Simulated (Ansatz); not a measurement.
# GaAs (P-6m2) in Ansatz: single point with PBE

Aim: the single point of GaAs with PBE.

Everything below comes from runs of Ansatz 0.2.0. Logs are shortened: lines on timing, memory, paths and dates and some standing lists are left out, and cuts for length are marked.

### 1 The crystal as given

Symmetry: P-6m2, No. 187, hexagonal system. The conventional cell has a = 3.606 Å, b = 3.606 Å, c = 3.573 Å, α = 90.00°, β = 90.00°, γ = 120.00°. Around Ga (site symmetry -6m2) lie 6 As at 2.74 Å. As (site symmetry -6m2) is surrounded by 6 Ga at 2.74 Å.

The cell was built by a generator and needn't be a form met in nature.

### 2 Single point, PBE

input.yaml reads:

```yaml
crystal:
  lattice:
    - [3.60640121, 0.0, 0.0]
    - [-1.8032006, 3.12323506, 0.0]
    - [0.0, 0.0, 3.57319416]
  atoms:
    - { symbol: Ga, position: [0.33333333, 0.66666667, 0.5] }
    - { symbol: As, position: [0.0, 0.0, 0.0] }
kpoints:
  mp_grid: { grid: [5, 5, 5] }
scf:
  occupations: { method: fermi_dirac, width: 0.03 }
hamiltonian:
  xc: pbe
  pseudopotentials: { kind: all_electron, lapw: { basis_error: 0.002 } }
output:
  forces: true
  stress: true
  eigenvalues: true
```

Potentials or basis: all-electron LAPW, scalar-relativistic.

On the command line:

```
> ansatz run input.yaml --threads 1 --pin off --max-ram 3072MiB --backend cpu --events-out ev --progress --plain --runs-dir out
```

The program printed:

```text
Warning: RAYON_NUM_THREADS=1 ignored (pool sized by the plan → 1); use --threads N
LAPW: plane waves up to 7.526 Å⁻¹, error target 2.0e-3 eV per atom; small_component_spin mean_spin; Ga in spheres of 1.391 Å, 21 of its electrons in bands, Dirac shells []; As in spheres of 1.353 Å, 23 of its electrons in bands, Dirac shells [] (how accurate: hamiltonian.pseudopotentials.lapw.basis_error, Limitations)
Engine: ansatz 0.2.0, x86_64-unknown-linux-gnu
Pseudopotentials: kind: all_electron
Pseudopotential: Ga, LAPW, valence charge 21, lapw/all_electron/scalar/gaussian/Ga, Koelling and Harmon's equation, gaussian nucleus
Pseudopotential: As, LAPW, valence charge 23, lapw/all_electron/scalar/gaussian/As, Koelling and Harmon's equation, gaussian nucleus
Functional definition: PBE
  parameter kappa = 0.804
  parameter beta = 0.06672455060314922
  exchange = pbe_x(kappa = kappa, mu = beta*pi^2/3)
  correlation = pbe_c(beta = beta)
Crystal: 2 atoms, lattice volume = 40.247 Å³
Basis set: ecut = 215.82532464070255 eV, 315 PW (Γ), exchange–correlation at level 2
Bands: 27, of which v1, the nominal top of the filled ones, is band 22 counted from 1 (21 counted from 0)
Symmetry: 12 space group operations
Space group: P-6m2 (ITA 187), of the structure as read, at distance tolerance 3.4e-5 Å
k-points: 15 of 125 (time reversal used)
Non-local potential: Ga, projectors of the file, none
Non-local potential: As, projectors of the file, none
Initial density: superposition of atomic densities (chi_scale 0.1, normalization cell, long waves kept (reshape's long-wave potential 0.00 eV rms))
Initial wavefunctions: plane waves of lowest kinetic energy (no species holds an atomic orbital)
Functional: x = pbe(κ = 0.804, μ = 0.2195149727645171), c = pbe(β = 0.06672455060314922)
iter 1 solved again at ethr=4.23e-4 eV; its pass at ethr=1.00e-1 eV (dr2=1.86e-1 eV) is discarded
SCF iter   1: F=—  HF=-114423.666467 eV  |F-HF|=—  |Δ(HF+E_count)|=         —  Δρ=1.67e-2  dr2=1.86e-1  ethr=4.23e-4  ⟨swp⟩=2.5  Hψ=2591  notcnv=0
preconditioner: auto → LDOS  [metal: Δε(μ)=0.049 eV  Ē_g=15.525 eV  σ=0.030 eV  W_gap=0.38  n_scr=20 (ndim 8)  ℏωp=24.8 eV  f_vac=0.010  D(μ)=2.11/eV (n_scr^D=20)  β→1.0]
iter 2 solved again at ethr=1.25e-5 eV; its pass at ethr=4.23e-4 eV (dr2=5.50e-3 eV) is discarded
SCF iter   2: F=—  HF=-114423.611383 eV  |F-HF|=—  |Δ(HF+E_count)|=   5.51e-2  Δρ=4.26e-3  dr2=5.49e-3  ethr=1.25e-5  ⟨swp⟩=2.0  Hψ=2097  notcnv=0
SCF iter   3: F=—  HF=-114423.613194 eV  |F-HF|=—  |Δ(HF+E_count)|=   1.81e-3  Δρ=3.37e-3  dr2=7.68e-3  ethr=1.25e-5  ⟨swp⟩=3.0  Hψ=1361  notcnv=0
SCF iter   4: F=—  HF=-114423.583527 eV  |F-HF|=—  |Δ(HF+E_count)|=   2.97e-2  Δρ=1.76e-3  dr2=1.97e-3  ethr=1.25e-5  ⟨swp⟩=2.0  Hψ=1198  notcnv=0
SCF iter   5: F=—  HF=-114423.581110 eV  |F-HF|=—  |Δ(HF+E_count)|=   2.42e-3  Δρ=4.75e-4  dr2=1.40e-4  ethr=4.49e-6  ⟨swp⟩=2.0  Hψ=1174  notcnv=0
SCF iter   6: F=—  HF=-114423.580709 eV  |F-HF|=—  |Δ(HF+E_count)|=   4.01e-4  Δρ=1.57e-4  dr2=6.21e-6  ethr=3.19e-7  ⟨swp⟩=2.0  Hψ=1172  notcnv=0
SCF iter   7: F=—  HF=-114423.580714 eV  |F-HF|=—  |Δ(HF+E_count)|=   5.02e-6  Δρ=2.38e-5  dr2=1.17e-7  ethr=1.41e-8  ⟨swp⟩=3.0  Hψ=1223  notcnv=0
SCF iter   8: F=-114423.580714 eV  HF=-114423.580714 eV  |F-HF|=4.22e-9  |Δ(HF+E_count)|=   2.14e-7  Δρ=4.45e-6  dr2=6.27e-9  ethr=2.66e-10  ⟨swp⟩=3.0  Hψ=1228  notcnv=0
SCF 1 converged in 8 iterations: F = -114423.580714 eV  dr2 = 6.27e-9
SCF converged after 8 iterations
Free energy (F): -114423.580714 eV
Harris-Foulkes:  -114423.580714 eV  (|F-HF|=4.22e-9)
Internal energy: -114423.575147 eV  (E = F + TS)
E sigma→0 (E₀):  -114423.577930 eV
Entropy (-TS):   -0.005567 eV (-2.784 meV/atom)
Fermi energy:    11.390623 eV
--- Per-component energies (eV) ---
  E_band       = -2046.515569
  E_kinetic    = 116835.729655
  E_xc         = -4341.115668
  E_electrostatic = -226918.189133  (all electrons and nuclei)
  E_smearing   = -0.005567  (= −TS)
  E_closure    = 0.000000  (closes the sum)
  E_atoms      = -114416.203472  (free atoms, spherical and without spin; not in F)
  Σ components = -114423.580714   (vs F -114423.580714, Δ=0.00e0)
  Basis errors (estimates in eV, not in F): energy 6.9e-4 per atom: plane waves 6.3e-4 (3.6e-4 summed), levels above the bands 2.6e-131, relativity 7.8e-8, radial functions 5.9e-5, core shells 1.6e-10; eigenvalues (radial functions only) 8.4e-6; not estimated: angular momenta, meshes, grids; target (lapw.basis_error) 2.0e-3; muffin-tin radii Ga 1.391 Å, As 1.353 Å
--- Forces (eV/Å), atoms counted from 1 ---
  atom   1  Ga     0.00000000    -0.00000000     0.00000000
  atom   2  As    -0.00000000     0.00000000     0.00000000
  max |Σ_I F_I| component: 1.62e-17 eV/Å
--- Stress (GPa, compression-positive) ---
        3.213398       0.000000       0.000000
        0.000000       3.213398       0.000000
        0.000000       0.000000      -8.462536
  P = ⅓ Tr σ = -0.6786 GPa (-6.786 kbar)
--- Band table (eV; the first three rows and the last of 15) ---
  k-point 0: bands = ["-173.8836", "-132.5015", "-117.2639", "-117.2512", "-117.2512", "-83.2424", "-83.2424", "-83.2171", "-24.2970", "-24.2906", "-24.2906", "-24.2804", "-24.2804", "-3.6295", "-3.6212", "-3.6212", "-3.5694", "-3.5694", "-1.8396", "9.6073", "9.7353", "11.6990", "11.6990", "16.3938", "16.3938", "16.4435", "20.1927"]
  k-point 1: bands = ["-173.8836", "-132.5015", "-117.2639", "-117.2512", "-117.2512", "-83.2424", "-83.2424", "-83.2172", "-24.2951", "-24.2911", "-24.2911", "-24.2804", "-24.2804", "-3.6184", "-3.6184", "-3.6062", "-3.5782", "-3.5782", "-1.4471", "6.1199", "12.0303", "12.0303", "12.7858", "16.6418", "16.6418", "17.9596", "20.2261"]
  k-point 2: bands = ["-173.8836", "-132.5015", "-117.2639", "-117.2512", "-117.2512", "-83.2424", "-83.2424", "-83.2172", "-24.2922", "-24.2919", "-24.2919", "-24.2803", "-24.2803", "-3.6136", "-3.6136", "-3.5929", "-3.5929", "-3.5727", "-0.4657", "3.4123", "12.7306", "12.7306", "14.8731", "16.8527", "16.8527", "17.1082", "20.3528"]
  k-point 14: bands = ["-173.8836", "-132.5015", "-117.2639", "-117.2512", "-117.2512", "-83.2425", "-83.2424", "-83.2172", "-24.2937", "-24.2928", "-24.2898", "-24.2790", "-24.2766", "-3.6955", "-3.6237", "-3.6187", "-3.5749", "-3.5335", "1.6365", "5.9799", "7.0120", "8.6313", "9.3365", "12.3883", "17.9684", "20.1366", "23.0347"]
```

It took 2.8 s on 1 thread of Intel Xeon 6975P-C (Granite Rapids), shared host; peak memory 0.29 GiB.

Results:

```yaml
Free_energy: -114423.5807 eV
Pressure: -0.7 GPa
Band_gap_on_the_k_mesh: none (metal or under the smearing width)
```

Stress tensor (GPa, compression positive):
```
 3.21  0.00  0.00
 0.00  3.21  0.00
 0.00  0.00 -8.46
```

Levels at points of the mesh, in eV from the Fermi level:
```csv
k point,band 19,band 20,band 21,band 22,band 23,band 24,band 25,band 26
"(0.00, 0.00, 0.00)",-13.23,-1.78,-1.66,0.31,0.31,5.00,5.00,5.05
```

Caveat: the k mesh is coarse (spacing up to 0.40 Å⁻¹), so the values aren't converged; the k mesh is thin for a metal, which can move the energy by tens of meV per atom.
